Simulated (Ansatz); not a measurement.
# CuO: the cost of one run

Computed with Ansatz 0.2.0 (DFT PBEsol+U (U_eff = 7 eV on Cu d), plane waves, PAW, unless a step's input says otherwise).

### 1 The structure to begin with

The structure is monoclinic, space group Cc (No. 9). Conventional cell: a = 4.689 Å, b = 3.427 Å, c = 5.132 Å, α = 90.00°, β = 99.65°, γ = 90.00°. Around Cu (site symmetry 1) lie 4 O at 1.91 to 2.02 Å. O (site symmetry 1) has 4 Cu at 1.91 to 2.02 Å as nearest neighbours.

Coordinates:

```cif
data_structure
_symmetry_space_group_name_H-M 'P 1'
_symmetry_Int_Tables_number 1
_cell_length_a 2.9040
_cell_length_b 2.9040
_cell_length_c 5.1321
_cell_angle_alpha 97.781
_cell_angle_beta 97.781
_cell_angle_gamma 72.316
_cell_volume 40.65
loop_
_atom_site_label
_atom_site_type_symbol
_atom_site_fract_x
_atom_site_fract_y
_atom_site_fract_z
_atom_site_occupancy
Cu1 Cu 0.00320 0.49680 0.00000 1
Cu2 Cu 0.49680 0.00320 0.50000 1
O1 O 0.57140 0.40560 0.25370 1
O2 O 0.40560 0.57140 0.75370 1
```

Magnetic order typed: opposed in the cell.

An earlier series on this cell reached its lowest free state from «from atoms, symmetry kept, no search», perhaps among other starts.

### 2 Random orbitals: single harmonics, second filling

Input file input.yaml:

```yaml
crystal:
  lattice:
    - [2.34464976, -1.71339982, 0.0]
    - [2.34464976, 1.71339982, 0.0]
    - [-0.86054991, 0.0, 5.05943948]
  atoms:
    - { symbol: Cu, position: [0.0032, 0.4968, 0.0], spin: 1.0 }
    - { symbol: Cu, position: [0.4968, 0.0032, 0.5], spin: -1.0 }
    - { symbol: O, position: [0.5714, 0.4056, 0.2537] }
    - { symbol: O, position: [0.4056, 0.5714, 0.7537] }
basis:
  ecutwfc: 420
  ecutrho_ratio: 4
kpoints:
  mp_grid: { grid: [7, 7, 4] }
hamiltonian:
  xc: pbesol
  hubbard:
    sites:
      - { site: 0, l: d, u_eff: 7.0, starting_ns: [{ spin: up, occupation_matrix: s0up }, { spin: down, occupation_matrix: s0down }] }
      - { site: 1, l: d, u_eff: 7.0, starting_ns: [{ spin: up, occupation_matrix: s1up }, { spin: down, occupation_matrix: s1down }] }
    occupation_matrices:
      s0up:
        matrix:
          - [0.97, 0.0, 0.0, 0.0, 0.0]
          - [0.0, 0.97, 0.0, 0.0, 0.0]
          - [0.0, 0.0, 0.97, 0.0, 0.0]
          - [0.0, 0.0, 0.0, 0.97, 0.0]
          - [0.0, 0.0, 0.0, 0.0, 0.97]
      s0down:
        matrix:
          - [0.97, 0.0, 0.0, 0.0, 0.0]
          - [0.0, 0.97, 0.0, 0.0, 0.0]
          - [0.0, 0.0, 0.02, 0.0, 0.0]
          - [0.0, 0.0, 0.0, 0.97, 0.0]
          - [0.0, 0.0, 0.0, 0.0, 0.97]
      s1up:
        matrix:
          - [0.97, 0.0, 0.0, 0.0, 0.0]
          - [0.0, 0.97, 0.0, 0.0, 0.0]
          - [0.0, 0.0, 0.02, 0.0, 0.0]
          - [0.0, 0.0, 0.0, 0.97, 0.0]
          - [0.0, 0.0, 0.0, 0.0, 0.97]
      s1down:
        matrix:
          - [0.97, 0.0, 0.0, 0.0, 0.0]
          - [0.0, 0.97, 0.0, 0.0, 0.0]
          - [0.0, 0.0, 0.97, 0.0, 0.0]
          - [0.0, 0.0, 0.0, 0.97, 0.0]
          - [0.0, 0.0, 0.0, 0.0, 0.97]
    ns_hold: until_converged
scf:
  occupations: { method: gaussian, width: 0.05 }
  lower_state_search: "off"
  max_iter: 150
output:
  forces: true
  stress: true
  eigenvalues: true
  populations: true
  hubbard: { sites: [{ site: 0, l: d }, { site: 1, l: d }] }
magnetization:
  spin_polarized: true
```

The typed matrices put 0.97 on the chosen orbitals and 0.02 on the others, and are held until the SCF converges, then released.

The run is started by

```bash
$ ansatz run input.yaml --threads 2 --pin off --max-ram 3072MiB --backend cpu --events-out ev --progress --plain --runs-dir out
```

**Question.** How long does this run take on 2 threads of AMD EPYC 7R43 (Zen 3), shared host, and how much memory does it need?

About 87 s, with a peak of 0.56 GiB.
